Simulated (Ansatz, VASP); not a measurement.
Given: the input of a run of Ansatz 0.2.0 on CsI.

Contents of input.yaml:

```yaml
crystal:
  lattice:
    - [4.6267950494, 0.0, 0.0]
    - [0.0, 4.6267950494, 0.0]
    - [0.0, 0.0, 4.6267950494]
  atoms:
    - { symbol: Cs, position: [0.0, 0.0, 0.0] }
    - { symbol: I, position: [0.5, 0.5, 0.5] }
kpoints:
  mp_grid: { grid: [6, 6, 6] }
scf:
  occupations: { method: fermi_dirac, width: 0.05 }
hamiltonian:
  xc: pbe
  pseudopotentials: { kind: all_electron, lapw: { basis_error: 0.0005 } }
output:
  forces: true
  stress: true
  eigenvalues: true
```

Potentials or basis: all-electron LAPW, scalar-relativistic.

The run is started by

```bash
$ ansatz run input.yaml --threads 1 --pin off --max-ram 2560MiB --backend cpu --events-out ev --progress --plain --runs-dir out
```

Problem. Translate it to VASP 6.6.1. Potentials there: VASP PAW PBE potentials, release 64 (Cs_sv, I).

Solution. As run (the cutoff follows the program's own potentials):

File INCAR:

```
SYSTEM = CsI
ALGO = Normal
EDIFF = 1E-7
ENCUT = 520
GGA = PE
ISIF = 2
ISMEAR = -1
LASPH = .TRUE.
LCHARG = .FALSE.
LREAL = .FALSE.
LWAVE = .FALSE.
NBANDS = 15
NELM = 100
PREC = Accurate
SIGMA = 0.05
```

Contents of KPOINTS:

```
k-points
0
G
  6 6 6
  0 0 0
```

File POSCAR:

```
CsI
1.0
    4.6267950494      0.0000000000      0.0000000000
    0.0000000000      4.6267950494      0.0000000000
    0.0000000000      0.0000000000      4.6267950494
Cs I
1 1
Direct
    0.0000000000      0.0000000000      0.0000000000
    0.5000000000      0.5000000000      0.5000000000
```

Potentials or basis: VASP PAW PBE potentials, release 64 (Cs_sv, I).

Run with:

```console
$ cat potpaw_PBE.64/Cs_sv/POTCAR potpaw_PBE.64/I/POTCAR > POTCAR
$ mpirun -np 1 vasp_std > vasp.out
```

Both were run:

|  | VASP | Ansatz | Ansatz less VASP |
| --- | --- | --- | --- |
| gap on the k mesh at the Fermi level (eV) | 3.75 | 3.76 | +0.012 |
| least direct gap on the mesh (eV) | 3.85 | 3.85 | +0.009 |
| pressure (GPa) | 0.3 | 0.3 | -0.03 |

Ansatz ran all-electron here, so the differences hold the error of VASP's frozen core and of both bases.

Caveats: spin-orbit coupling is left out, which moves the levels of the heavy elements. A k mesh can miss the band edges.
